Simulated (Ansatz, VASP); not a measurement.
**SiC: VASP beside Ansatz**

Contents of INCAR:

```
PREC = Accurate
ENCUT = 520
EDIFF = 1E-7
ISMEAR = 0
SIGMA = 0.05
LREAL = False
LASPH = True
NELM = 80
ALGO = Normal
ISIF = 2
LWAVE = False
LCHARG = False
GGA = PE
NBANDS = 11
```

The input KPOINTS:

```
Automatic mesh
0
Gamma
  10 10 10
```

The input POSCAR:

```
SiC
1.0
    0.0000000000      2.1898640950      2.2446106974
    2.1898640950      0.0000000000      2.2446106974
    2.1898640950      2.1898640950      0.0000000000
Si C
1 1
Direct
    0.0000000000      0.0000000000      0.0000000000
    0.7500000000      0.7500000000      0.7500000000
```

Input for Ansatz:

```yaml
crystal:
  lattice:
    - [0.0, 2.189864095, 2.2446106974]
    - [2.189864095, 0.0, 2.2446106974]
    - [2.189864095, 2.189864095, 0.0]
  atoms:
    - { symbol: Si, position: [0.0, 0.0, 0.0] }
    - { symbol: C, position: [0.75, 0.75, 0.75] }
basis:
  ecutwfc: 420
kpoints:
  mp_grid: { grid: [10, 10, 10] }
hamiltonian:
  xc: pbe
scf:
  occupations: { method: gaussian, width: 0.05 }
output:
  forces: true
  stress: true
  eigenvalues: true
  write_density: true
  write_potential: true
  elf: true
  volumetric_format: npy
```

Change from the starting cell: strain +0.000 along x and y, +0.025 along z, atoms carried along.

Alike in both runs: task single point; functional PBE; k mesh 10 × 10 × 10; occupations gaussian, width 0.05 eV; no spin polarisation.

```csv
,VASP,Ansatz
version,VASP 6.6.1,Ansatz 0.2.0
potentials or method,"VASP PAW PBE potentials, release 64 (Si, C)","scalar-relativistic, plane waves, PAW"
plane-wave cutoff (eV),520,420
valence electrons in the cell,8,8
```

```csv
,VASP,Ansatz,Ansatz less VASP
gap on the k mesh at the Fermi level (eV),1.26,1.27,+0.002
least direct gap on the mesh (eV),4.48,4.48,+0.003
pressure (GPa),-5.1,-5.0,+0.04
largest component of the traceless stress (GPa),4.41,4.40,-0.010
```

A k mesh can miss the band edges.
